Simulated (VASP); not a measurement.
# NaI in VASP: one cell, several levels of theory

Aim: gap, levels, forces and stress of NaI (CsCl type), under +3.1 % biaxial strain in x and y, z held at fixed geometry. Runs: PBE, r2SCAN. The results are then set beside those of Ansatz 0.2.0 for the same cell. This is a trial cell built on a prototype, not taken from a measured structure, and it needn't be the compound's ground state.

Program: VASP 6.6.1. PAW datasets, plane waves. No spin polarisation and no zero-point or thermal motion; the cell was built from a prototype and may be hypothetical.

### Step 1. The structure to begin with

The cell comes from an earlier relaxation with r2SCAN in another program, then strained, with the atoms relaxed again.

Space group P4/mmm (No. 123), tetragonal; conventional cell a = 4.167 Å, c = 4.041 Å, 35.09 Å³ an atom. Na has 8 I at 3.57 Å and 2 Na at 4.04 Å; I has 8 Na at 3.57 Å and 2 I at 4.04 Å.

Structure file:

```cif
data_structure
_symmetry_space_group_name_H-M 'P 1'
_symmetry_Int_Tables_number 1
_cell_length_a 4.1674
_cell_length_b 4.1674
_cell_length_c 4.0405
_cell_angle_alpha 90.000
_cell_angle_beta 90.000
_cell_angle_gamma 90.000
_cell_volume 70.17
loop_
_atom_site_label
_atom_site_type_symbol
_atom_site_fract_x
_atom_site_fract_y
_atom_site_fract_z
_atom_site_occupancy
Na1 Na 0.00000 0.00000 0.00000 1
I1 I 0.50000 0.50000 0.50000 1
```

### Step 2. Single point with PBE

INCAR

```
ENCUT = 520.000000
SIGMA = 0.020000
EDIFF = 1.00e-07
GGA = PE
PREC = Accurate
IBRION = -1
ISIF = 2
ISMEAR = -1
NBANDS = 14
NELM = 120
NSW = 0
LASPH = .TRUE.
LCHARG = .FALSE.
LWAVE = .FALSE.
LREAL = .FALSE.
```

KPOINTS

```
KPOINTS created by Atomic Simulation Environment
0
Gamma
6 6 6
0 0 0
```

KPOINTS_OPT

```
special points
4
Reciprocal
0.0000000000 0.0000000000 0.0000000000 1
0.0000000000 0.5000000000 0.0000000000 1
0.5000000000 0.5000000000 0.0000000000 1
0.5000000000 0.5000000000 0.5000000000 1
```

POSCAR

```
Na I
 1.0000000000000000
     4.1674095145000001    0.0000000000000000    0.0000000000000000
     0.0000000000000000    4.1674095145000001    0.0000000000000000
     0.0000000000000000    0.0000000000000000    4.0405366633000002
 Na  I
   1   1
Cartesian
  0.0000000000000000  0.0000000000000000  0.0000000000000000
  2.0837047572500000  2.0837047572500000  2.0202683316500001
```

Potentials: the recommended PBE PAW datasets, 14 valence electrons in the neutral cell.

On the command line:

```sh
> mpirun -np 1 vasp_std
```

Printed to the terminal (iteration lines stand in OSZICAR):

```text
POSCAR found type information on POSCAR NaI
 POSCAR found :  2 types and       2 ions
 LDA part: xc-table for (Slater+PW92), standard interpolation
 POSCAR, INCAR and KPOINTS ok, starting setup
 FFT: planning ... GRIDC
 FFT: planning ... GRID_SOFT
 FFT: planning ... GRID
 WAVECAR not read
 entering main loop
 Start KPOINTS_OPT (optional k-point list driver)
k-point batch [1-4\4]
```

OSZICAR:

```text
N       E                     dE             d eps       ncg     rms          rms(c)
DAV:   1     0.831916708631E+02    0.83192E+02   -0.65631E+03  1120   0.893E+02
DAV:   2     0.162939433714E+01   -0.81562E+02   -0.74227E+02  1214   0.220E+02
DAV:   3    -0.504157475722E+01   -0.66710E+01   -0.66307E+01  1486   0.605E+01
DAV:   4    -0.520337264236E+01   -0.16180E+00   -0.16176E+00  1368   0.973E+00
DAV:   5    -0.520760301914E+01   -0.42304E-02   -0.42303E-02  1536   0.153E+00    0.182E+00
DAV:   6    -0.509169003326E+01    0.11591E+00   -0.10584E-01  1364   0.185E+00    0.121E+00
DAV:   7    -0.506098527497E+01    0.30705E-01   -0.98354E-02  1402   0.160E+00    0.636E-01
DAV:   8    -0.506151353389E+01   -0.52826E-03   -0.72535E-03  1192   0.662E-01    0.123E-01
DAV:   9    -0.506143654609E+01    0.76988E-04   -0.20229E-04  1420   0.131E-01    0.484E-02
DAV:  10    -0.506146532687E+01   -0.28781E-04   -0.77853E-05  1246   0.774E-02    0.119E-02
DAV:  11    -0.506146535927E+01   -0.32393E-07   -0.82456E-06  1372   0.286E-02    0.288E-03
DAV:  12    -0.506146581211E+01   -0.45284E-06   -0.65296E-07  1276   0.546E-03    0.124E-03
DAV:  13    -0.506146589015E+01   -0.78042E-07   -0.38085E-08  1198   0.140E-03
   1 F= -.50614659E+01 E0= -.50614659E+01  d E =-.275569E-12
       N       E                     dE             ncg
DAV:   1     0.803857848295E+03   -0.17031E+04      112
DAV:   2     0.483078907878E+03   -0.32078E+03      112
DAV:   3     0.457184275904E+03   -0.25895E+02      142
DAV:   4     0.456534047435E+03   -0.65023E+00      164
DAV:   5     0.456520763137E+03   -0.13284E-01      144
DAV:   6     0.456520437751E+03   -0.32539E-03      178
DAV:   7     0.456520436283E+03   -0.14677E-05      150
DAV:   8     0.456520436271E+03   -0.12131E-07      122
```

The lines after F= are the extra pass for the points of KPOINTS_OPT, at fixed density; their E is not a total energy.

OUTCAR, selected sections:

```text
k-points           NKPTS =     40   k-points in BZ     NKDIM =     40   number of bands    NBANDS=     14

   NELECT =      14.0000    total number of electrons

   dimension x,y,z NGX =    32 NGY =   32 NGZ =   30
   dimension x,y,z NGXF=    64 NGYF=   64 NGZF=   60

  energy-cutoff  :      520.00
  volume of cell :       70.17
      direct lattice vectors                 reciprocal lattice vectors
     4.167409515  0.000000000  0.000000000     0.239957220  0.000000000  0.000000000
     0.000000000  4.167409515  0.000000000     0.000000000  0.239957220  0.000000000
     0.000000000  0.000000000  4.040536663     0.000000000  0.000000000  0.247491876

 k-points in reciprocal lattice and weights: KPOINTS created by Atomic Simulation Env
   0.00000000  0.00000000  0.00000000       0.005
   0.16666667  0.00000000  0.00000000       0.019
   0.33333333  0.00000000  0.00000000       0.019
   0.50000000  0.00000000  0.00000000       0.009
   0.16666667  0.16666667  0.00000000       0.019
   0.33333333  0.16666667  0.00000000       0.037
   0.50000000  0.16666667  0.00000000       0.019
   0.33333333  0.33333333  0.00000000       0.019
[... 32 more k-points ...]

 E-fermi :   2.0668

 k-point     1 :       0.0000    0.0000    0.0000
  band No.  band energies     occupation
      1     -22.2726      2.00000
      2     -22.2677      2.00000
      3     -22.2677      2.00000
      4     -10.1284      2.00000
      5       0.7980      2.00000
      6       0.7980      2.00000
      7       1.0677      2.00000
      8       3.6641      0.00000
      9       7.0795      0.00000
     10       7.2927      0.00000
     11      12.2096      0.00000
     12      12.2096      0.00000
     13      12.5347      0.00000
     14      12.8869      0.00000

 k-point     2 :       0.1667    0.0000    0.0000
  band No.  band energies     occupation
      1     -22.2725      2.00000
      2     -22.2691      2.00000
      3     -22.2676      2.00000
      4     -10.0676      2.00000
      5      -0.0056      2.00000
      6       0.8636      2.00000
      7       1.1303      2.00000
      8       4.3490      0.00000
      9       7.4422      0.00000
     10       7.7714      0.00000
     11      10.8413      0.00000
     12      11.2890      0.00000
     13      11.4924      0.00000
     14      13.2391      0.00000

 k-point     3 :       0.3333    0.0000    0.0000
  band No.  band energies     occupation
      1     -22.2722      2.00000
      2     -22.2719      2.00000
      3     -22.2673      2.00000
      4      -9.9390      2.00000
      5      -1.0739      2.00000
      6       1.0030      2.00000
      7       1.2629      2.00000
      8       5.3576      0.00000
      9       8.0508      0.00000
     10       8.0794      0.00000
     11       9.5899      0.00000
     12      10.0738      0.00000
     13      11.2571      0.00000
     14      12.0558      0.00000

 k-point     4 :       0.5000    0.0000    0.0000
  band No.  band energies     occupation
      1     -22.2733      2.00000
      2     -22.2721      2.00000
      3     -22.2672      2.00000
      4      -9.8708      2.00000
      5      -1.4973      2.00000
      6       1.0774      2.00000
      7       1.3333      2.00000
      8       6.0519      0.00000
      9       7.4456      0.00000
     10       8.6089      0.00000
     11       9.1265      0.00000
     12       9.6209      0.00000
     13      10.2685      0.00000
     14      14.2881      0.00000

 k-point     5 :       0.1667    0.1667    0.0000
  band No.  band energies     occupation
      1     -22.2724      2.00000
      2     -22.2690      2.00000
      3     -22.2689      2.00000
      4     -10.0086      2.00000
      5      -0.0413      2.00000
      6       0.2479      2.00000
      7       1.1928      2.00000
      8       4.9861      0.00000
      9       7.7186      0.00000
     10       8.1349      0.00000
     11       9.5531      0.00000
     12      11.1369      0.00000
     13      12.1664      0.00000
     14      12.1757      0.00000

 k-point     6 :       0.3333    0.1667    0.0000
  band No.  band energies     occupation
      1     -22.2721      2.00000
      2     -22.2717      2.00000
      3     -22.2687      2.00000
      4      -9.8841      2.00000
      5      -0.9570      2.00000
      6       0.3343      2.00000
      7       1.3248      2.00000
      8       5.8313      0.00000
      9       7.2585      0.00000
     10       8.6536      0.00000
     11       9.6141      0.00000
     12      10.2226      0.00000
     13      12.0674      0.00000
     14      12.1861      0.00000

 k-point     7 :       0.5000    0.1667    0.0000
  band No.  band energies     occupation
      1     -22.2731      2.00000
      2     -22.2720      2.00000
      3     -22.2685      2.00000
      4      -9.8182      2.00000
      5      -1.3672      2.00000
      6       0.4430      2.00000
      7       1.3949      2.00000
      8       6.2844      0.00000
      9       6.7741      0.00000
     10       9.1222      0.00000
     11       9.1643      0.00000
     12       9.7871      0.00000
     13      11.9677      0.00000
     14      12.4419      0.00000

 k-point     8 :       0.3333    0.3333    0.0000
  band No.  band energies     occupation
      1     -22.2719      2.00000
      2     -22.2714      2.00000
      3     -22.2713      2.00000
      4      -9.7687      2.00000
      5      -0.7642      2.00000
      6      -0.5643      2.00000
      7       1.4556      2.00000
      8       5.3306      0.00000
      9       7.3659      0.00000
     10       9.4792      0.00000
     11      10.1246      0.00000
     12      10.4812      0.00000
     13      10.9933      0.00000
     14      12.3547      0.00000

 k-point     9 :       0.5000    0.3333    0.0000
  band No.  band energies     occupation
      1     -22.2727      2.00000
      2     -22.2718      2.00000
      3     -22.2711      2.00000
      4      -9.7079      2.00000
      5      -1.0675      2.00000
      6      -0.5015      2.00000
      7       1.5247      2.00000
      8       4.8458      0.00000
      9       7.8492      0.00000
     10       9.4294      0.00000
     11      10.0488      0.00000
     12      10.2313      0.00000
     13      11.0692      0.00000
     14      13.1728      0.00000

[... the tables of k-points 10 to 40 left out ...]

  Total       -0.4781748     -0.4781748      0.1092186      0.0000000      0.0000000      0.0000000
  in kB      -10.9175667    -10.9175667      2.4936521      0.0000000      0.0000000      0.0000000
  external PRESSURE =      -6.4471605 kB  Pullay stress =       0.0000000 kB

 POSITION                                       TOTAL-FORCE (eV/Angst)
 -----------------------------------------------------------------------------------
      0.00000      0.00000      0.00000         0.000000      0.000000      0.000000
      2.08370      2.08370      2.02027         0.000000      0.000000      0.000000
 -----------------------------------------------------------------------------------
    total drift:                                0.000000     -0.000000     -0.000000

  FREE ENERGIE OF THE ION-ELECTRON SYSTEM (eV)
  ---------------------------------------------------
  free  energy   TOTEN  =        -5.0614658901 eV

  energy  without entropy=       -5.0614658901  energy(sigma->0) =       -5.06146589
```

Hardware: 1 MPI rank of Intel Xeon Platinum 8488C, shared host.

The levels at the points of KPOINTS_OPT are read from vasprun.xml.

Levels at the named points, in eV from the top of band v (v: the last filled band by count, c: the next):

| point | v−1 | v | c | c+1 |
| --- | --- | --- | --- | --- |
| Γ | -0.80 | -0.53 | 2.07 | 5.49 |
| X | -0.52 | -0.26 | 4.46 | 5.85 |
| M | -2.48 | 0.00 | 2.67 | 6.96 |
| R | -1.98 | -1.98 | 4.14 | 4.16 |

PBE gives an indirect gap of 2.07 eV, from M to Γ; the least direct gap is 2.60 eV. Pressure: -0.64 GPa; the forces vanish within 0.01 eV/Å.

(Part 1 of 2 ends here.)
